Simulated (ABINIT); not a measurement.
# SnTe (Fm-3m) in ABINIT: further runs

Aim: see how the results for SnTe move with the level of theory and the settings. Levels: PBE, r2SCAN, LDA. Tasks: single point.

All numbers are computed with ABINIT 10.8.3 (patched build); they aren't measurements. Logs are shortened: lines on timing, memory, paths and dates and some standing lists are left out, and cuts for length are marked. The log counts tension as positive stress, the text compression.

## 1. The structure

Symmetry: Fm-3m, No. 225, cubic system. The conventional cell has a = 6.302 Å, b = 6.302 Å, c = 6.302 Å, α = 90.00°, β = 90.00°, γ = 90.00°. Te (site symmetry m-3m) is surrounded by 6 Sn at 3.15 Å. Sn (site symmetry m-3m) is surrounded by 6 Te at 3.15 Å.

## 2. Single point, PBE

run.abi

```
# Pseudopotentials
pp_dirpath "./"
pseudos "Te.GGA_PBE-JTH.xml, Sn.GGA_PBE-JTH.xml"

# Structure
acell 8.4205719959 8.4205719959 8.4205719959
rprim
     0.0000000000     0.7071067812     0.7071067812
     0.7071067812     0.0000000000     0.7071067812
     0.7071067812     0.7071067812     0.0000000000
ntypat 2
znucl 52 50
natom 2
typat 1 2
xred
     0.5000000000     0.5000000000     0.5000000000
     0.0000000000     0.0000000000     0.0000000000

# Plane-wave basis
ecut 15.0
pawecutdg 30.0

# k points
kptopt 1
ngkpt 9 9 9
nshiftk 1
shiftk 0.0 0.0 0.0

# Exchange and correlation
ixc 11

# Bands and occupations
nband 14
occopt 3
tsmear 0.05 eV

# SCF cycle
nstep 100
tolvrs 1.0e-9

# Output
iomode 3
prtwf 0
prtden 0
prteig 0
prtebands 0
```

Potentials or basis: JTH PAW PBE v2.0.

Launch:

```sh
$ abinit run.abi > log 2>&1
```

run.abo:

```text
.Version 10.8.3 of ABINIT
 Symmetries : space group Fm -3 m (#225); Bravais cF (face-center cubic)
================================================================================
 Values of the parameters that define the memory need of the present run
     intxc =       0    ionmov =       0      iscf =      17    lmnmax =      18
     lnmax =       6     mgfft =      30  mpssoang =       3    mqgrid =    3001
     natom =       2  nloc_mem =       2    nspden =       1   nspinor =       1
    nsppol =       1      nsym =      48    n1xccc =       1    ntypat =       2
    occopt =       3   xclevel =       2
       mpw =        1203          nfft =       27000          nkpt =          35
 PAW method is used; the additional fine FFT grid is defined by:
   mgfftf=        45    nfftf =     91125
================================================================================
================================================================================

--------------------------------------------------------------------------------
------------- Echo of variables that govern the present computation ------------
--------------------------------------------------------------------------------
 -outvars: echo values of preprocessed input variables --------
            acell      8.4205719959E+00  8.4205719959E+00  8.4205719959E+00 Bohr
              amu      1.27600000E+02  1.18710000E+02
             ecut      1.50000000E+01 Hartree
              ixc          11
         kptrlatt        9    0    0      0    9    0      0    0    9
          kptrlen      7.57851480E+01
            natom           2
            nband          14
            ngfft          30      30      30
          ngfftdg          45      45      45
             nkpt          35
            nstep         100
             nsym          48
           ntypat           2
           occopt           3
        pawecutdg      3.00000000E+01 Hartree
         pawxcdev           0
           prtden           0
        prtebands           0
           prteig           0
            prtwf           0
            rprim      0.0000000000E+00  7.0710678120E-01  7.0710678120E-01
                       7.0710678120E-01  0.0000000000E+00  7.0710678120E-01
                       7.0710678120E-01  7.0710678120E-01  0.0000000000E+00
          spgroup         225
           tolvrs      1.00000000E-09
           tsmear      1.83746611E-03 Hartree
            typat      1  2
           useylm           1
           xangst      3.1508499979E+00  3.1508499979E+00  3.1508499979E+00
                       0.0000000000E+00  0.0000000000E+00  0.0000000000E+00
            xcart      5.9542435599E+00  5.9542435599E+00  5.9542435599E+00
                       0.0000000000E+00  0.0000000000E+00  0.0000000000E+00
             xred      5.0000000000E-01  5.0000000000E-01  5.0000000000E-01
                       0.0000000000E+00  0.0000000000E+00  0.0000000000E+00
            znucl       52.00000   50.00000

================================================================================

 chkinp: Checking input parameters for consistency.

================================================================================
== DATASET  1 ==================================================================

--- !DatasetInfo
iteration_state: {dtset: 1, }
dimensions: {natom: 2, nkpt: 35, mband: 14, nsppol: 1, nspinor: 1, nspden: 1, mpw: 1203, }
cutoff_energies: {ecut:  15.0, pawecutdg:  30.0, }
electrons: {nelect:   2.00000000E+01, charge:   0.00000000E+00, occopt:   3.00000000E+00, tsmear:   1.83746611E-03, }
meta: {optdriver: 0, ionmov: 0, optcell: 0, iscf: 17, paral_kgb: 0, }
...

 Exchange-correlation functional for the present dataset will be:
  GGA: Perdew-Burke-Ernzerhof functional - ixc=11
  J.P.Perdew, K.Burke, M.Ernzerhof, PRL 77, 3865 (1996)

 Real(R)+Recip(G) space primitive vectors, cartesian coordinates (Bohr,Bohr^-1):
 R(1)=  0.0000000  5.9542436  5.9542436  G(1)= -0.0839737  0.0839737  0.0839737
 R(2)=  5.9542436  0.0000000  5.9542436  G(2)=  0.0839737 -0.0839737  0.0839737
 R(3)=  5.9542436  5.9542436  0.0000000  G(3)=  0.0839737  0.0839737 -0.0839737
 Unit cell volume ucvol=  4.2219179E+02 bohr^3
 Angles (23,13,12)=  6.00000000E+01  6.00000000E+01  6.00000000E+01 degrees

 Coarse grid specifications (used for wave-functions):

 getcut: wavevector=  0.0000  0.0000  0.0000  ngfft=  30  30  30
         ecut(hartree)=     15.000   => boxcut(ratio)=   2.04574

 Fine grid specifications (used for densities):

 getcut: wavevector=  0.0000  0.0000  0.0000  ngfft=  45  45  45
         ecut(hartree)=     30.000   => boxcut(ratio)=   2.11927

--- Pseudopotential description ------------------------------------------------
- pspini: atom type   1  psp file is ./Te.GGA_PBE-JTH.xml
 Pseudopotential format is: paw10
 basis_size (lnmax)=  4 (lmn_size=  8), orbitals=   0   0   1   1
 Spheres core radius: rc_sph= 2.31107438
 Shapefunction is SIN type: shapef(r)=[sin(pi*r/rshp)/(pi*r/rshp)]**2
 Radius for shape functions =  2.10488624
 Compensation charge density is not taken into account in XC energy/potential

- pspini: atom type   2  psp file is ./Sn.GGA_PBE-JTH.xml
 Pseudopotential format is: paw10
 basis_size (lnmax)=  6 (lmn_size= 18), orbitals=   0   0   1   1   2   2
 Spheres core radius: rc_sph= 2.51086398
 Shapefunction is BESSEL type: shapef(r,l)=aa(1,l)*jl(q(1,l)*r)+aa(2,l)*jl(q(2,l)*r)
 Radius for shape functions =  1.40702157
 Compensation charge density is not taken into account in XC energy/potential

   2.71771569E+03                                ecore*ucvol(ha*bohr**3)
--------------------------------------------------------------------------------

[... 7 lines left out ...]

     iter   Etot(hartree)      deltaE(h)  residm     nres2
 ETOT  1  -77.988130909750    -7.799E+01 1.678E-01 5.508E-01
 ETOT  2  -78.054372800438    -6.624E-02 7.540E-03 8.361E-02
 ETOT  3  -78.054077514878     2.953E-04 3.164E-03 1.417E-02
 ETOT  4  -78.054112138678    -3.462E-05 1.117E-03 1.299E-03
 ETOT  5  -78.054121888734    -9.750E-06 1.832E-03 5.390E-05
 ETOT  6  -78.054122676620    -7.879E-07 1.648E-04 8.373E-06
 ETOT  7  -78.054122869401    -1.928E-07 7.566E-05 2.621E-07
 ETOT  8  -78.054122872326    -2.925E-09 3.443E-05 5.201E-08
 ETOT  9  -78.054122872059     2.674E-10 1.437E-05 3.093E-09
 ETOT 10  -78.054122872059    -5.400E-13 7.249E-06 1.002E-10

 At SCF step   10       nres2   =  1.00E-10 < tolvrs=  1.00E-09 =>converged.

 Cartesian components of stress tensor (hartree/bohr^3)
  sigma(1 1)= -7.31184712E-05  sigma(3 2)=  0.00000000E+00
  sigma(2 2)= -7.31184712E-05  sigma(3 1)=  0.00000000E+00
  sigma(3 3)= -7.31184712E-05  sigma(2 1)=  0.00000000E+00

--- !ResultsGS
iteration_state: {dtset: 1, }
comment   : Summary of ground state results
lattice_vectors:
- [  0.0000000,   5.9542436,   5.9542436, ]
- [  5.9542436,   0.0000000,   5.9542436, ]
- [  5.9542436,   5.9542436,   0.0000000, ]
lattice_lengths: [   8.42057,    8.42057,    8.42057, ]
lattice_angles: [ 60.000,  60.000,  60.000, ] # degrees, (23, 13, 12)
lattice_volume:   4.2219179E+02
convergence: {deltae: -5.400E-13, res2:  1.002E-10, residm:  7.249E-06, diffor: null, }
etotal    :  -7.80541229E+01
entropy   :   0.00000000E+00
fermie    :  -2.59906016E-02
cartesian_stress_tensor: # hartree/bohr^3
- [ -7.31184712E-05,   0.00000000E+00,   0.00000000E+00, ]
- [  0.00000000E+00,  -7.31184712E-05,   0.00000000E+00, ]
- [  0.00000000E+00,   0.00000000E+00,  -7.31184712E-05, ]
pressure_GPa:   2.1512E+00
xred      :
- [  5.0000E-01,   5.0000E-01,   5.0000E-01, Te]
- [  0.0000E+00,   0.0000E+00,   0.0000E+00, Sn]
cartesian_forces: # hartree/bohr
- [ -0.00000000E+00,  -0.00000000E+00,  -0.00000000E+00, ]
- [ -0.00000000E+00,  -0.00000000E+00,  -0.00000000E+00, ]
force_length_stats: {min:   0.00000000E+00, max:   0.00000000E+00, mean:   0.00000000E+00, }
...

 Integrated electronic density in atomic spheres:
 ------------------------------------------------
 Atom  Sphere_radius  Integrated_density
    1        2.31107          3.14882516
    2        2.51086         11.80613174

================================================================================

 ----iterations are completed or convergence reached----

 Mean square residual over all n,k,spin=   24.539E-09; max=  72.488E-07
 reduced coordinates (array xred) for    2 atoms
       0.500000000000      0.500000000000      0.500000000000
       0.000000000000      0.000000000000      0.000000000000
 rms dE/dt=  0.0000E+00; max dE/dt=  0.0000E+00; dE/dt below (all hartree)
    1       0.000000000000      0.000000000000      0.000000000000
    2       0.000000000000      0.000000000000      0.000000000000

 cartesian coordinates (angstrom) at end:
    1      3.15084999791884     3.15084999791884     3.15084999791884
    2      0.00000000000000     0.00000000000000     0.00000000000000

 cartesian forces (hartree/bohr) at end:
    1     -0.00000000000000    -0.00000000000000    -0.00000000000000
    2     -0.00000000000000    -0.00000000000000    -0.00000000000000
 frms,max,avg= 0.0000000E+00 0.0000000E+00   0.000E+00  0.000E+00  0.000E+00 h/b

 cartesian forces (eV/Angstrom) at end:
    1     -0.00000000000000    -0.00000000000000    -0.00000000000000
    2     -0.00000000000000    -0.00000000000000    -0.00000000000000
 frms,max,avg= 0.0000000E+00 0.0000000E+00   0.000E+00  0.000E+00  0.000E+00 e/A
 length scales=  8.420571995900  8.420571995900  8.420571995900 bohr
              =  4.455974799975  4.455974799975  4.455974799975 angstroms
 Fermi (or HOMO) energy (hartree) =  -0.02599   Average Vxc (hartree)=  -0.34891
 Eigenvalues (hartree) for nkpt=  35  k points:
 kpt#   1, nband= 14, wtk=  0.00137, kpt=  0.0000  0.0000  0.0000 (reduced coord)
  -0.83220   -0.83220   -0.83211   -0.83211   -0.83211   -0.49900   -0.20073   -0.10687
  -0.10687   -0.10687    0.09826    0.09826    0.09826    0.14861
      occupation numbers for kpt#   1
   2.00000    2.00000    2.00000    2.00000    2.00000    2.00000    2.00000    2.00000
   2.00000    2.00000    0.00000    0.00000    0.00000    0.00000
 prteigrs : prtvol=0 or 1, do not print more k-points.

--- !EnergyTerms
iteration_state     : {dtset: 1, }
comment             : Components of total free energy in Hartree
kinetic             :  1.41533141275696E+01
hartree             :  2.91078561496021E+01
xc                  : -1.09525280022746E+01
Ewald energy        : -5.23476707540463E+01
psp_core            :  6.43715904087081E+00
local_psp           : -7.88241364525148E+01
PAW spherical_terms :  1.43718890348456E+01
internal            : -7.80541168559476E+01
'-kT*entropy'       : -4.42587468033105E-06
total_energy        : -7.80541212818223E+01
total_energy_eV     : -2.12396084229031E+03
...

--- !EnergyTermsDC
iteration_state     : {dtset: 1, }
comment             : '"Double-counting" decomposition of free energy'
band_energy         : -1.06031859668505E+01
Ewald energy        : -5.23476707540463E+01
psp_core            :  6.43715904087081E+00
xc_dc               : -3.24745564534230E+01
PAW spherical_terms :  1.09341356872645E+01
internal            : -7.80541184461845E+01
'-kT*entropy'       : -4.42587468033105E-06
total_energy_dc     : -7.80541228720592E+01
total_energy_dc_eV  : -2.12396088556286E+03
...

--- !EnergyTermsWithPAWCore
iteration_state     : {dtset: 1, }
comment             : 'Components of total free energy, including PAW core contributions'
Total energy        : -1.29719545666482E+04
Total energy DC     : -1.29719545682384E+04
Total energy (eV)   : -3.52984866078380E+05
Total energy DC (eV): -3.52984866121653E+05
...

 Cartesian components of stress tensor (hartree/bohr^3)
  sigma(1 1)= -7.31184712E-05  sigma(3 2)=  0.00000000E+00
  sigma(2 2)= -7.31184712E-05  sigma(3 1)=  0.00000000E+00
  sigma(3 3)= -7.31184712E-05  sigma(2 1)=  0.00000000E+00

-Cartesian components of stress tensor (GPa)         [Pressure=  2.1512E+00 GPa]
- sigma(1 1)= -2.15121969E+00  sigma(3 2)=  0.00000000E+00
- sigma(2 2)= -2.15121969E+00  sigma(3 1)=  0.00000000E+00
- sigma(3 3)= -2.15121969E+00  sigma(2 1)=  0.00000000E+00

== END DATASET(S) ==============================================================
================================================================================

 -outvars: echo values of variables after computation  --------
            acell      8.4205719959E+00  8.4205719959E+00  8.4205719959E+00 Bohr
           etotal     -7.8054122872E+01
            fcart     -0.0000000000E+00 -0.0000000000E+00 -0.0000000000E+00
                      -0.0000000000E+00 -0.0000000000E+00 -0.0000000000E+00
            rprim      0.0000000000E+00  7.0710678120E-01  7.0710678120E-01
                       7.0710678120E-01  0.0000000000E+00  7.0710678120E-01
                       7.0710678120E-01  7.0710678120E-01  0.0000000000E+00
           strten     -7.3118471243E-05 -7.3118471243E-05 -7.3118471243E-05
                       0.0000000000E+00  0.0000000000E+00  0.0000000000E+00
           xangst      3.1508499979E+00  3.1508499979E+00  3.1508499979E+00
                       0.0000000000E+00  0.0000000000E+00  0.0000000000E+00
             xred      5.0000000000E-01  5.0000000000E-01  5.0000000000E-01
                       0.0000000000E+00  0.0000000000E+00  0.0000000000E+00
 Calculation completed.
```

It took 20 s on 1 thread of Arm Neoverse V1, shared host; peak memory 0.12 GiB.

What came out:

```
Free energy                                           : -2123.9609 eV
Valence electrons inside the program's atomic spheres : Te 3.15; Sn 11.81
```

Levels at points of the mesh, in eV from the Fermi level:
```tsv
k point	band 8	band 9	band 10	band 11	band 12	band 13
(0.00, 0.00, 0.00)	-2.20	-2.20	-2.20	3.38	3.38	3.38
```

Caveat: the cutoff is too short for stress, so the log's stress isn't used; this odd mesh misses L, where the gap lies, so gap, dielectric constants and Born charges aren't listed. The run has no spin-orbit coupling, so splittings on Te are missing.

(Part 1 of 2 ends here.)
